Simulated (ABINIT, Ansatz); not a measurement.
# KBr (Fm-3m): G0W0 with ABINIT, start to end

How does a plane-wave GW calculation on KBr (Fm-3m) run from the first input to the gap?

Main program and level: ABINIT 10.8.3; LDA and many-body steps on it, plane waves.

Most raw output is cut from this account.

### 1. The structure

The structure is cubic, space group Fm-3m (No. 225). Conventional cell: a = 6.600 Å, b = 6.600 Å, c = 6.600 Å, α = 90.00°, β = 90.00°, γ = 90.00°. K has 6 Br at 3.30 Å nearest. Br has 6 K at 3.30 Å nearest. Farther neighbours and most contacts between anions are not listed.

The cell and positions come from the Crystallography Open Database and are kept as given unless a step says otherwise.

### 2. Ground state

This step: ABINIT 10.8.3; DFT, LDA, plane waves, norm-conserving pseudopotentials.

The ground-state density comes first.

Contents of run.abi:

```
acell 3*1.0 Angstrom
rprim 
  0.000000000000 3.300000000000 3.300000000000
  3.300000000000 -0.000000000000 3.300000000000
  3.300000000000 3.300000000000 0.000000000000
ntypat 2
znucl 19 35
natom 2
typat 1 2
xred 
  0.000000000000 0.000000000000 0.000000000000
  0.500000000000 0.500000000000 0.500000000000
pp_dirpath "pseudos"
pseudos "K.upf, Br.upf"
ecut 32
ngkpt 6 6 6
nshiftk 1
shiftk 0 0 0
kptopt 1
chksymbreak 0
nband 13
occopt 1
tolvrs 1e-10
nstep 60
prtwf 0
optforces 0
optstress 0
indata_prefix "in"
outdata_prefix "out"
tmpdata_prefix "tmp"
```

On the command line:

```bash
OMP_NUM_THREADS=1 mpirun -n 4 abinit run.abi > log
```

Elapsed: 9.5 s, on 4 MPI ranks of Intel Xeon Platinum 8375C at 2.90GHz (Ice Lake), shared host; peak memory 0.37 GiB; 37 s of CPU time.

Numbers from this step:

- total energy: -1247.1443 eV
- gap: 4.032 eV
- k of the valence top: 0, 0, 0
- k of the conduction bottom: 0, 0, 0
- least direct gap: 4.032 eV

The gap is direct, at Γ.

### 3. Bands along the symmetry lines

The cheap functional maps the bands first; the places of the edges decide which points the dearer methods must see.

Contents of run.abi:

```
acell 3*1.0 Angstrom
rprim 
  0.000000000000 3.300000000000 3.300000000000
  3.300000000000 -0.000000000000 3.300000000000
  3.300000000000 3.300000000000 0.000000000000
ntypat 2
znucl 19 35
natom 2
typat 1 2
xred 
  0.000000000000 0.000000000000 0.000000000000
  0.500000000000 0.500000000000 0.500000000000
pp_dirpath "pseudos"
pseudos "K.upf, Br.upf"
ecut 32
iscf -2
irdden 1
kptopt 0
nkpt 50
kpt 
  0.00000000 0.00000000 0.00000000
  0.06250000 0.00000000 0.06250000
  0.12500000 0.00000000 0.12500000
  0.18750000 0.00000000 0.18750000
  0.25000000 0.00000000 0.25000000
  0.31250000 0.00000000 0.31250000
  0.37500000 0.00000000 0.37500000
  0.43750000 0.00000000 0.43750000
  0.50000000 0.00000000 0.50000000
  0.51562500 0.03125000 0.51562500
  0.53125000 0.06250000 0.53125000
  0.54687500 0.09375000 0.54687500
  0.56250000 0.12500000 0.56250000
  0.57812500 0.15625000 0.57812500
  0.59375000 0.18750000 0.59375000
  0.60937500 0.21875000 0.60937500
  0.62500000 0.25000000 0.62500000
  0.37500000 0.37500000 0.75000000
  0.32812500 0.32812500 0.65625000
  0.28125000 0.28125000 0.56250000
  0.23437500 0.23437500 0.46875000
  0.18750000 0.18750000 0.37500000
  0.14062500 0.14062500 0.28125000
  0.09375000 0.09375000 0.18750000
  0.04687500 0.04687500 0.09375000
  0.00000000 0.00000000 0.00000000
  0.06250000 0.06250000 0.06250000
  0.12500000 0.12500000 0.12500000
  0.18750000 0.18750000 0.18750000
  0.25000000 0.25000000 0.25000000
  0.31250000 0.31250000 0.31250000
  0.37500000 0.37500000 0.37500000
  0.43750000 0.43750000 0.43750000
  0.50000000 0.50000000 0.50000000
  0.50000000 0.46875000 0.53125000
  0.50000000 0.43750000 0.56250000
  0.50000000 0.40625000 0.59375000
  0.50000000 0.37500000 0.62500000
  0.50000000 0.34375000 0.65625000
  0.50000000 0.31250000 0.68750000
  0.50000000 0.28125000 0.71875000
  0.50000000 0.25000000 0.75000000
  0.50000000 0.21875000 0.71875000
  0.50000000 0.18750000 0.68750000
  0.50000000 0.15625000 0.65625000
  0.50000000 0.12500000 0.62500000
  0.50000000 0.09375000 0.59375000
  0.50000000 0.06250000 0.56250000
  0.50000000 0.03125000 0.53125000
  0.50000000 0.00000000 0.50000000
istwfk *1
nband 15
nbdbuf 2
tolwfr 1e-08
nstep 40
prtwf 0
prtvol 0
indata_prefix "in"
outdata_prefix "out"
tmpdata_prefix "tmp"
```

The job ended after 22 s (4 MPI ranks; peak memory 0.34 GiB).

Numbers from this step:

```
gap                        : 4.032 eV
k of the valence top       : 0, 0, 0
k of the conduction bottom : 0, 0, 0
least direct gap           : 4.032 eV
```

The gap is 4.032 eV, as in the run before at this level.

Electronic bands along the path, in eV, zero at the top of the highest filled band; v1 is the highest filled band, c1 the lowest empty one:

| point | v4 | v3 | v2 | v1 | c1 | c2 | c3 | c4 |
| --- | --- | --- | --- | --- | --- | --- | --- | --- |
| Γ | -11.13 | 0.00 | 0.00 | 0.00 | 4.03 | 7.36 | 7.36 | 7.36 |
| halfway | -11.06 | -0.75 | -0.17 | -0.17 | 5.54 | 6.25 | 8.66 | 8.81 |
| X | -11.17 | -0.85 | -0.30 | -0.30 | 5.57 | 6.86 | 9.14 | 9.19 |
| halfway | -11.14 | -0.82 | -0.42 | -0.31 | 5.78 | 7.13 | 8.78 | 9.30 |
| U | -11.07 | -0.73 | -0.68 | -0.35 | 6.30 | 7.84 | 8.16 | 8.91 |
| jump to K | -11.07 | -0.73 | -0.68 | -0.35 | 6.30 | 7.84 | 8.16 | 8.91 |
| halfway | -11.00 | -0.83 | -0.26 | -0.26 | 5.80 | 6.99 | 8.14 | 8.66 |
| Γ | -11.13 | 0.00 | 0.00 | 0.00 | 4.03 | 7.36 | 7.36 | 7.36 |
| halfway | -11.01 | -0.72 | -0.18 | -0.18 | 5.32 | 7.21 | 8.07 | 8.07 |
| L | -10.91 | -1.25 | -0.35 | -0.35 | 6.25 | 7.93 | 9.52 | 9.52 |
| halfway | -10.99 | -1.02 | -0.49 | -0.38 | 6.69 | 7.51 | 8.59 | 9.06 |
| W | -11.05 | -0.62 | -0.62 | -0.57 | 7.10 | 7.10 | 7.96 | 8.72 |
| halfway | -11.11 | -0.79 | -0.44 | -0.40 | 6.00 | 7.33 | 8.42 | 9.16 |
| X | -11.17 | -0.85 | -0.30 | -0.30 | 5.57 | 6.86 | 9.14 | 9.19 |

### 4. Empty states on the mesh, 4×4×4 mesh, 78 bands

The sums over transitions need many empty states on a uniform mesh; this step solves for them.

Contents of run.abi:

```
acell 3*1.0 Angstrom
rprim 
  0.000000000000 3.300000000000 3.300000000000
  3.300000000000 -0.000000000000 3.300000000000
  3.300000000000 3.300000000000 0.000000000000
ntypat 2
znucl 19 35
natom 2
typat 1 2
xred 
  0.000000000000 0.000000000000 0.000000000000
  0.500000000000 0.500000000000 0.500000000000
pp_dirpath "pseudos"
pseudos "K.upf, Br.upf"
ecut 32
ngkpt 4 4 4
nshiftk 1
shiftk 0 0 0
kptopt 1
chksymbreak 0
iscf -2
irdden 1
istwfk *1
nband 78
nbdbuf 6
tolwfr 1e-09
nstep 60
prtvol 0
indata_prefix "in"
outdata_prefix "out"
tmpdata_prefix "tmp"
```

Wall time 18 s (4 MPI ranks); peak memory 0.35 GiB; 72 s of CPU time.

This step gave:

```
gap                                                           : 4.032 eV
k of the valence top                                          : 0, 0, 0
k of the conduction bottom                                    : 0, 0, 0
least direct gap                                              : 4.032 eV
k points computed                                             : 8
lowest point of the top converged band, above the valence top : 48.63 eV
```

On this mesh the gap is 4.032 eV.

### 5. Screening, 4×4×4 mesh, 72 bands, screening to 119.7 eV

The RPA dielectric matrix is built and inverted for each q.

This step: RPA screening on LDA, plane waves, norm-conserving pseudopotentials.

Changes to run.abi since step 4:

```diff
@@ -20,10 +20,11 @@
 chksymbreak 0
-iscf -2
-irdden 1
 istwfk *1
-nband 78
-nbdbuf 6
-tolwfr 1e-09
-nstep 60
-prtvol 0
+occopt 1
+irdwfk 1
+optdriver 3
+nband 72
+ecuteps 4.4
+inclvkb 2
+awtr 1
+symchi 1
 indata_prefix "in"
```

It took 13 s on 4 MPI ranks; peak memory 0.85 GiB; 51 s of CPU time.

Numbers from this step:

* ε∞ with local fields, on this mesh, along the program's q direction: 2.498
* the same without local fields: 2.993
* plasma frequency: 17.52 eV
* plane waves in the screening matrix: 181

Local fields lower ε∞ by 17 %.

### 6. Self-energy, 4×4×4 mesh, 72 bands, screening to 119.7 eV

The self-energy is evaluated for the states that the input lists, and the levels follow from it, in one-shot runs by the linearised quasiparticle equation.

This step: G0W0 on LDA, plane waves, norm-conserving pseudopotentials.

Changes to run.abi since step 5:

```diff
@@ -23,8 +23,15 @@
 irdwfk 1
-optdriver 3
+optdriver 4
 nband 72
+gwcalctyp 0
+ecutsigx 32
+symsigma 1
+nkptgw 1
+kptgw 
+  0.0000000000 0.0000000000 0.0000000000
+bdgw 
+  6 12
 ecuteps 4.4
-inclvkb 2
-awtr 1
-symchi 1
+irdscr 1
+ppmodel 1
 indata_prefix "in"
```

Run time: 4.6 s. Hardware: 4 MPI ranks; peak memory 0.71 GiB; 18 s of CPU time.

Numbers from this step:

```yaml
g0w0_gap_on_the_points_computed: 6.718 eV
starting_gap_on_the_mesh: 4.032 eV
k_of_the_valence_top: 0, 0, 0
k_of_the_conduction_bottom: 0, 0, 0
z_at_the_valence_top: 0.812
z_at_the_conduction_bottom: 0.861
least_direct_g0w0_gap_on_the_computed_points: 6.718 eV
```

The gap on the mesh goes from 4.03 eV to 6.72 eV, a correction of +2.69 eV.

Limits: finite bands, cutoff and mesh; no spin-orbit coupling. v1 is the top filled band, c1 the lowest empty one. The levels before and after the correction (eV, zero at the valence-band top of each column):

|  | conduction bottom | valence top |
| --- | --- | --- |
| Kohn-Sham | 4.03 | 0.00 |
| G0W0 | 6.72 | 0.00 |

|  | level | energy (eV) |
| --- | --- | --- |
| Kohn-Sham | Γ v3-v1 | 0.000 |
| Kohn-Sham | Γ c1 | 4.032 |
| Kohn-Sham | Γ c2-c4 | 7.359 |
| G0W0 | Γ v3-v1 | 0.000 |
| G0W0 | Γ c1 | 6.718 |
| G0W0 | Γ c2-c4 | 10.717 |

### 7. Where the time went

Times are wall times on 4 MPI ranks of Intel Xeon Platinum 8375C at 2.90GHz (Ice Lake), shared host, good to a factor of about two.

| step | time | share | memory (GiB) |
| --- | --- | --- | --- |
| ground state | 9.5 s | 14 % | 0.37 |
| bands along the symmetry lines | 22 s | 33 % | 0.34 |
| empty states on the mesh | 18 s | 27 % | 0.35 |
| screening | 13 s | 19 % | 0.85 |
| self-energy | 4.6 s | 7 % | 0.71 |

### 8. Outcome

```
LDA gap              : 4.03 eV, direct
G0W0 gap on the mesh : 6.72 eV
GW settings          : 4×4×4 mesh, 72 bands, screening to 119.7 eV, Godby-Needs plasmon pole
known limits         : not at the basis limit; no spin-orbit coupling
```

G0W0 moves the gap on the mesh from 4.03 eV to 6.72 eV (+2.69 eV), with Z of 0.81 and 0.86 at the edges. Local fields lower the RPA ε∞ on this mesh from 2.99 to 2.50. Only 1 of the mesh's irreducible points was corrected, so a valley elsewhere could overtake. Bands and cutoff are finite, so the gap is not at the basis limit. The miss can reach some tenths of an eV and take either sign; the mesh is an error of its own. In the G0W0 run levels were corrected at 1 k point alone, so a gap called «on the mesh» is the least over those, and an edge elsewhere would be missed. The many-body steps are scalar-relativistic: spin-orbit coupling is not in them.

[Paths, hosts, dates, memory and timing lines, banners, echoed tables and standing remarks are left out of the program output.]

[Logs are printed without paths, hosts, clocks, repeated set-up lines and the standing remarks that a program may print on its own settings, such as how far it seeks lower states.]

[Runs of the session that timed out or met a known fault of the program may be left out.]

[Hosts, paths, dates, database ids (printed as entryN), source tags and the programs' standing remarks are cut or masked in the printed files.]

[G0W0 gaps are taken among the corrected bands and points alone; a level outside them can change the order at an edge.]

[Where Ansatz stands beside ABINIT at settings called matched, ABINIT's density can come from a denser mesh and the files from another edition; pairs whose starting gaps differed by over 0.03 eV were left out, so agreement reads better than it is.]
